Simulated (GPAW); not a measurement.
Consider GaN (wurtzite (GaN)1-x(AlN)x, x = 0, P6_3mc).

```cif
data_structure
_symmetry_space_group_name_H-M 'P 1'
_symmetry_Int_Tables_number 1
_cell_length_a 6.3780
_cell_length_b 5.5235
_cell_length_c 5.1850
_cell_angle_alpha 90.000
_cell_angle_beta 90.000
_cell_angle_gamma 90.000
_cell_volume 182.66
loop_
_atom_site_label
_atom_site_type_symbol
_atom_site_fract_x
_atom_site_fract_y
_atom_site_fract_z
_atom_site_occupancy
Ga1 Ga 0.00000 0.00000 0.00018 1
N2 N 0.00000 0.33333 0.12367 1
Ga3 Ga 0.00000 0.33333 0.50018 1
N4 N 0.00000 0.00000 0.62378 1
Ga5 Ga 0.25000 0.50000 0.00018 1
N6 N 0.25001 0.83333 0.12367 1
Ga7 Ga 0.25000 0.83333 0.50018 1
N8 N 0.25001 0.50000 0.62378 1
Ga9 Ga 0.50000 0.00000 0.00018 1
N10 N 0.50000 0.33333 0.12367 1
Ga11 Ga 0.50000 0.33333 0.50018 1
N12 N 0.50000 0.00000 0.62378 1
Ga13 Ga 0.75000 0.50000 0.00018 1
N14 N 0.74999 0.83333 0.12367 1
Ga15 Ga 0.75000 0.83333 0.50018 1
N16 N 0.74999 0.50000 0.62378 1
```

Absorber: atom 2, with 4 Ga at 1.95 Å (tetrahedral). Method: GPAW, LDA, excited-electron core hole (neutral cell), 16-atom cell with 5.2 Å between holes, 4×4×5 k points, dipole transitions, Gaussian full width 0.9 eV up to 4 eV, rising linearly to 3.5 eV at 25 eV.

Question: What does the N K edge look like?

Main maxima up to 24 eV above the zero (height): 5.2 eV (3.27), 10.8 eV (0.86) and 22.2 eV (1.01). A K edge sees empty p states on the absorber. The total-energy difference is 402.97 eV. One term is added: -7.76 eV, since the hole is spin-paired here and a spin-polarised one costs that much less in the free atom (computed apart). The photon energy is then 395.21 eV. The functional leaves an error in such absolute values: in the free atom LDA prices this hole 3.5 eV below PBE (computed apart), and PBE is itself good to a few eV.

The N K spectrum (energy from the bottom of the conduction band, which holds the excited electron; intensity scaled to a mean of 1 over the first 20 eV; polarised curves are means over the symmetry-equivalent atoms):

```csv
E (eV),isotropic,ε ⊥ c,ε ∥ c
-2.0,0.00,0.00,0.00
-1.4,0.00,0.00,0.00
-0.8,0.00,0.00,0.00
-0.2,0.00,0.00,0.00
0.4,0.02,0.02,0.01
1.0,0.08,0.09,0.06
1.6,0.20,0.23,0.16
2.2,0.61,0.64,0.55
2.8,1.59,1.51,1.76
3.4,2.24,2.02,2.68
4.0,2.45,2.37,2.60
4.6,2.69,2.84,2.38
5.2,3.27,3.60,2.60
5.8,2.69,2.89,2.28
6.4,1.90,1.88,1.94
7.0,1.37,1.16,1.78
7.6,1.38,1.08,1.98
8.2,1.20,1.00,1.58
8.8,0.85,0.82,0.91
9.4,0.76,0.85,0.57
10.0,0.81,0.99,0.45
10.6,0.86,1.07,0.43
11.2,0.83,1.01,0.47
11.8,0.72,0.81,0.55
12.4,0.58,0.57,0.61
13.0,0.46,0.39,0.62
13.6,0.38,0.28,0.57
14.2,0.33,0.25,0.50
14.8,0.33,0.27,0.46
15.4,0.38,0.33,0.47
16.0,0.44,0.40,0.51
16.6,0.48,0.44,0.56
17.2,0.52,0.47,0.62
17.8,0.57,0.52,0.68
18.4,0.64,0.60,0.73
19.0,0.71,0.70,0.74
19.6,0.77,0.79,0.73
20.2,0.82,0.87,0.72
20.8,0.89,0.96,0.75
21.4,0.96,1.03,0.82
22.0,1.01,1.06,0.90
22.6,1.00,1.02,0.95
23.2,0.93,0.92,0.96
23.8,0.84,0.80,0.92
24.4,0.75,0.70,0.86
25.0,0.70,0.65,0.80
```

The holes are only 5.2 Å apart, so the shape is probably not converged with cell size; no larger cell was run here. The mesh is coarse (0.28 Å⁻¹ between points), so small maxima may be mesh ripples.

[Banner, clock and machine lines of the logs are left out without a mark of their own.]

[Logs are printed without paths, hosts, clocks, repeated set-up lines and the standing remarks that a program may print on its own settings, such as how far it seeks lower states.]

[Hosts, paths, dates, database ids (printed as entryN), source tags and the programs' standing remarks are cut or masked in the printed files.]

[Lists of maxima count a maximum above −3 eV only where it reaches 4 % of the highest in the window and stands out from its surroundings by 2 % of it (1.5 % where it reaches 55 %); shoulders and weaker maxima are passed over, and of the rest the first, up to two pre-edge ones and the few strongest are named.]
